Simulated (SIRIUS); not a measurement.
CdO (Monteponite):

```xyz
2
Lattice="0.0000 2.3495 2.3495 2.3495 0.0000 2.3495 2.3495 2.3495 0.0000" Properties=species:S:1:pos:R:3 pbc="T T T"
Cd    0.0000    0.0000    0.0000
O     2.3495    2.3495    2.3495
```

Base run:

| Quantity | Value |
| --- | --- |
| Program | SIRIUS 7.12.0 |
| Functional | PBEsol |
| Potentials or basis | PseudoDojo 0.4.1 PBE standard (scalar relativistic) |
| Cutoff | 1388 eV |
| Density cutoff | 5552 eV |
| k mesh | 8 × 8 × 8 |
| Occupations | fermi-dirac, width 0.05 eV |
| Spin | no spin polarisation |

Its results: band gap on the k mesh none (metal or under the smearing width); pressure -0.7 GPa.

**Question.** The run is repeated on the same cell with these changes: functional from PBEsol to LDA; libxc names from ["XC_GGA_X_PBE_SOL", "XC_GGA_C_PBE_SOL"] to ["XC_LDA_X", "XC_LDA_C_PW"]. What comes out?

**Answer.** Band gap on the k mesh none (metal or under the smearing width); pressure -5.4 GPa.

Caveats: the potentials were made for another functional, which shifts forces and pressure.
